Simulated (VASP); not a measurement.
Wanted: the native input for a VASP 6.6.1 run.

```yaml
Task: relaxation of the atoms
Functional: r2SCAN
Potentials_or_basis: VASP PAW PBE potentials, release 64 (Rb_sv, Br)
Cutoff: 600 eV
k_mesh: 8 × 8 × 8
Occupations: gaussian, width 0.03 eV
Spin: no spin polarisation
Further_INCAR_settings: ALGO = Normal; EDIFF = 1e-07; IBRION = 2; EDIFFG = -0.01; NSW = 40
```

The structure of RbBr lies in POSCAR:

```
RbBr                                    
1.0
    0.0000000000      3.4168256474      3.4168256474
    3.4168256474      0.0000000000      3.4168256474
    3.4168256474      3.4168256474      0.0000000000
  Rb              Br            
     1     1
Direct
     0.0000000000000000    0.0000000000000000    0.0000000000000000
     0.5000000000000000    0.5000000000000000    0.5000000000000000
```

The cell isn't the ideal one: a relaxed cell with its volume scaled by 0.96.

One way to write it, as run:

INCAR

```
PREC = Accurate ; ENCUT = 600
EDIFF = 1E-7 ; ISMEAR = 0
SIGMA = 0.03 ; LREAL = F
LASPH = T ; NELM = 80
ALGO = Normal ; ISIF = 2
LWAVE = F ; LCHARG = F
METAGGA = R2SCAN ; LMIXTAU = T
IBRION = 2 ; NSW = 40
EDIFFG = -0.01
```

KPOINTS

```
Automatic mesh
0
Gamma
  8 8 8
```

Potentials or basis: VASP PAW PBE potentials, release 64 (Rb_sv, Br).

The run is started by

```bash
$ cat potpaw_PBE.64/Rb_sv/POTCAR potpaw_PBE.64/Br/POTCAR > POTCAR
$ mpirun -np 1 vasp_std > vasp.out
```

It gave:

```json
{"Pressure after relaxing": "0.6 GPa", "Band gap on the k mesh": "4.99 eV, direct"}
```

Caveat: the relaxation stopped at its first step, so nothing moved; the PAW data sets were made with another functional, which shifts forces and pressure a little.

It took 2.8 min on 1 thread of Intel(R) Xeon(R) Platinum 8259CL CPU @ 2.50GHz (Skylake/Cascade Lake), on a shared host, peak memory 0.27 GiB.
